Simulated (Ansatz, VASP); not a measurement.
One calculation of CdS, two programs

```
CELL_PARAMETERS angstrom
0.00000 2.75324 2.82208
2.75324 0.00000 2.82208
2.75324 2.75324 0.00000
ATOMIC_POSITIONS crystal
Cd 0.00000 0.00000 0.00000
S 0.50000 0.50000 0.50000
```

Change from the starting cell: strain +0.000 along x and y, +0.025 along z, atoms carried along.

Alike in both runs: task single point; functional PBE; k mesh 10 × 10 × 10; occupations gaussian, width 0.03 eV; no spin polarisation.

|  | VASP | Ansatz |
| --- | --- | --- |
| version | VASP 6.6.1 | Ansatz 0.2.0 |
| potentials or method | VASP PAW PBE potentials, release 64 (Cd, S) | scalar-relativistic, plane waves, PAW |
| plane-wave cutoff (eV) | 520 | 420 |
| valence electrons in the cell | 18 | 26 |

Ansatz gave:

| Quantity | Value |
| --- | --- |
| gap on the k mesh at the Fermi level (eV) | 0.17 |
| least direct gap on the mesh (eV) | 1.32 |
| pressure (GPa) | -2.0 |
| largest component of the traceless stress (GPa) | 0.88 |

Question: What did VASP give for the same quantities?

Answer: gap on the k mesh at the Fermi level (eV): 0.16; least direct gap on the mesh (eV): 1.29; pressure (GPa): -1.7; largest component of the traceless stress (GPa): 0.93.

The two sets of potentials don't hold the same shells in valence.
